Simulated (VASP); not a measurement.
The system is TiO.

```
Ti O
1.0
     3.00943    0.00000    0.00000
    -1.50472    2.60625    0.00000
     0.00000    0.00000    2.93706
Ti O
1 1
Direct
  0.00000 0.00000 0.00000
  0.66667 0.33333 0.50000
```

The cell comes from a database or a generator and needn't be the stable form of this composition.

Base run:

| Quantity | Value |
| --- | --- |
| Program | VASP 6.6.1 |
| Functional | LDA |
| Potentials or basis | VASP PAW LDA potentials, release 64 (Ti_sv, O) |
| Cutoff | 520 eV |
| k mesh | 7 × 7 × 6 |
| Occupations | gaussian, width 0.05 eV |
| Spin | collinear spin, random start |
| Starting moments | [-0.05, 0.0] μB |

Its results: band gap on the k mesh none (metal or under the smearing width); pressure -38.2 GPa; net moment 0.00 μB per cell.

The run is repeated on the same cell with these changes: moments at the start from [-0.05, 0.0] to [-0.26, 0.0]; hubbard terms from none to Ti d U = 4 eV. What comes out?

Band gap on the k mesh none (metal or under the smearing width); pressure -31.0 GPa; net moment 0.00 μB per cell.

Caveats: a pressure of tens of GPa on the cell as given is suspect, and the run, the potentials or the cell itself is likely at fault; semilocal functionals often make such compounds metallic where correlation or magnetic order opens a gap, which also shifts bond lengths (some runs).
